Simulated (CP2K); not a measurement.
## Au under changes of volume

One of the cells (18.207 Å³/atom); the others are scaled copies at fixed shape and fractional positions:

```
Au
1.0
     2.87047    0.00000    0.00000
    -0.95682    2.70631    0.00000
    -0.95682   -1.35315    2.34373
Au
1
Cartesian
  0.0000 0.0000 0.0000
```

This isn't the form of Au at room conditions, which is fcc.

* Program: CP2K 2026.2
* Functional: r2SCAN
* Potentials or basis: POTENTIAL_UZH Au GTH-SCAN-q11; TZVP-MOLOPT-SCAN-GTH basis
* Density cutoff: 9184 eV
* k mesh: 11 × 11 × 11
* Occupations: fermi-dirac, width 0.01 eV
* Spin: no spin polarisation

```csv
volume (Å³/atom),energy over the lowest point (meV/atom),pressure (GPa)
17.115,?,?
17.479,4.83,4.0
17.843,0.00,0.3
18.207,2.94,-2.8
18.571,12.64,-5.5
18.935,27.75,-7.6
19.299,47.12,-9.5
```

Question: What does the run at 17.115 Å³/atom give?

Answer: Energy over the lowest point 18.58 meV/atom; pressure 8.2 GPa.

Worked out: A Birch-Murnaghan fit of order 3 (a polynomial in V^(-2/3)) to the other rows has its minimum at 17.87 Å³/atom with B0 = V·E''(V) = 169 GPa (rough, since the energies scatter). It gives 19.34 meV/atom at 17.115 Å³/atom, against the run's 18.58, and -dE/dV = 8.7 GPa, against 8.2.

Energies are extrapolated to zero smearing.

Caveats: with these potentials and basis sets, volumes of gold and of layered tellurides can stand 1.5 % and more from those of plane-wave programs; the basis of atomic orbitals isn't converged, which shifts pressures, moduli and gaps.
